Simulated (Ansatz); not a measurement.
# Cu: the cost of one run

Method: DFT PBEsol, scalar-relativistic, plane waves, PAW, in Ansatz 0.2.0.

## 1. The structure to begin with

Symmetry: Fm-3m, No. 225, cubic system. Conventional cell: a = 3.563 Å, b = 3.563 Å, c = 3.563 Å, α = 90.00°, β = 90.00°, γ = 90.00°. Cu (site symmetry m-3m) is surrounded by 12 Cu at 2.52 Å.

Structure file:

```cif
data_structure
_symmetry_space_group_name_H-M 'Fm-3m'
_symmetry_Int_Tables_number 225
_cell_length_a 3.5634
_cell_length_b 3.5634
_cell_length_c 3.5634
_cell_angle_alpha 90.000
_cell_angle_beta 90.000
_cell_angle_gamma 90.000
_cell_volume 45.25
loop_
_atom_site_label
_atom_site_type_symbol
_atom_site_symmetry_multiplicity
_atom_site_Wyckoff_symbol
_atom_site_fract_x
_atom_site_fract_y
_atom_site_fract_z
_atom_site_occupancy
Cu1 Cu 4 a 0.00000 0.00000 0.00000 1
```

It is the result of an earlier relaxation at this level (volume 11.31 Å³/atom; gap on the mesh: none (metal)).

## 2. The reference cell

Reference values: F = -6588.7751 eV; pressure 0.02 GPa; largest force 0.000 eV/Å; gap on the mesh none (metal). It was computed beforehand with the settings of the runs below.

## 3. Setting up a strain scan

The cell is strained by ε times the Voigt pattern (0, 0, 0, 0, 1, 0) (xx, yy, zz, yz, xz, xy; engineering shear), with fractional coordinates fixed (clamped ions). The stress on the pattern is the sum of the stress components weighted by it, tension positive.

## 4. ε = -0.1000

Input file input.yaml:

```yaml
crystal:
  lattice:
    - [-0.0890843004, 1.7816860089, 1.7816860089]
    - [1.6926017085, 0.0, 1.6926017085]
    - [1.7816860089, 1.7816860089, -0.0890843004]
  atoms:
    - { symbol: Cu, position: [0.0, 0.0, 0.0] }
basis:
  ecutwfc: 420
kpoints:
  mp_grid: { grid: [28, 28, 28] }
hamiltonian:
  xc: pbesol
scf:
  occupations: { method: gaussian, width: 0.15 }
output:
  forces: true
  stress: true
  eigenvalues: true
  write_density: true
  write_potential: true
  elf: true
  volumetric_format: npy
```

Launch:

```bash
$ ansatz run input.yaml --threads 1 --pin off --max-ram 2560MiB --backend cpu --events-out ev --progress --plain --runs-dir out
```

**Question.** How long does this run take on 1 thread of AMD EPYC 9R45 (Zen 5), shared host, and how much memory does it need?

About 15 s, with a peak of 0.8 GiB.
